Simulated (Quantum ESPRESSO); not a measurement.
**Sn under changes of volume**

One of the cells (33.803 Å³/atom); the others are scaled copies at fixed shape and fractional positions:

```xyz
2
Lattice="0.0000 3.2333 3.2333 3.2333 0.0000 3.2333 3.2333 3.2333 0.0000" Properties=species:S:1:pos:R:3 pbc="T T T"
Sn    4.8500    4.8500    4.8500
Sn    3.2333    3.2333    3.2333
```

This isn't the form of Sn at room conditions, which is tetragonal (white tin).

* Program: Quantum ESPRESSO 7.5
* Functional: LDA
* Potentials or basis: PseudoDojo 0.4.1 SR LDA standard
* Cutoff: 980 eV
* Density cutoff: 3918 eV
* k mesh: 7 × 7 × 7
* Occupations: fermi-dirac, width 0.05 eV
* Spin: no spin polarisation

| volume (Å³/atom) | energy over the lowest point (meV/atom) | pressure (GPa) |
| --- | --- | --- |
| 31.775 | 21.17 | 3.4 |
| 32.451 | 9.35 | 2.2 |
| 33.127 | ? | ? |
| 33.803 | 0.00 | 0.1 |
| 34.479 | 1.40 | -0.7 |
| 35.155 | 6.19 | -1.5 |
| 35.831 | 13.94 | -2.1 |

What does the run at 33.127 Å³/atom give?

Energy over the lowest point 2.48 meV/atom; pressure 1.1 GPa.

Worked out: A Birch-Murnaghan fit of order 3 (a polynomial in V^(-2/3)) to the other rows has its minimum at 33.89 Å³/atom with B0 = V·E''(V) = 45 GPa and B' = 5.4. It gives 2.48 meV/atom at 33.127 Å³/atom, against the run's 2.48, and -dE/dV = 1.1 GPa, against 1.1.

Energies are extrapolated to zero smearing.
